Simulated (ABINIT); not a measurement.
GaN:

```
Ga N
1.0
     3.18000    0.00000    0.00000
    -1.59000    2.75396    0.00000
     0.00000    0.00000    5.16600
Ga N
2 2
Direct
  0.33333 0.66667 0.00000
  0.66667 0.33333 0.50000
  0.33333 0.66667 0.37500
  0.66667 0.33333 0.87500
```

```yaml
Program: ABINIT 10.8.3 (patched build)
Task: relaxation of cell and atoms
Functional: PBE
Potentials_or_basis: PseudoDojo NC SR PBE v0.4.1 standard
Cutoff: 1143 eV
k_mesh: 8 × 8 × 4
Occupations: fermi-dirac, width 0.05 eV
Spin: no spin polarisation
```

At the start: pressure 7.5 GPa; volume 11.31 Å³/atom.

Question: How do energy, volume and symmetry change on relaxing?

Answer: Over 9 steps the energy falls by 10.8 meV/atom and the volume is 11.77 Å³/atom (+4.1 %); space group P6_3mc (No. 186, to 0.05 Å).

The path:
```
step  energy change (eV)  largest force (eV/Å)  pressure (GPa)  volume (Å³)
   1              0.0000                0.1373            7.49        45.24
   2             -0.0352                0.0747            3.03        46.29
   3             -0.0429                0.0310            0.15        47.04
   4             -0.0430                0.0221           -0.02        47.08
   5             -0.0430                0.0127           -0.06        47.09
   6             -0.0430                0.0011           -0.05        47.09
   7             -0.0430                0.0021           -0.01        47.08
   8             -0.0430                0.0014            0.01        47.08
   9             -0.0430                0.0004            0.01        47.08
```

Final structure:
```yaml
crystal:
  lattice:
    - [3.21949, 0.00000, 0.00000]
    - [-1.60975, 2.78816, 0.00000]
    - [0.00000, 0.00000, 5.24428]
  atoms:
    - { symbol: Ga, position: [0.33333, 0.66667, 0.99913] }
    - { symbol: Ga, position: [0.66667, 0.33333, 0.49913] }
    - { symbol: N, position: [0.33333, 0.66667, 0.37587] }
    - { symbol: N, position: [0.66667, 0.33333, 0.87587] }
```
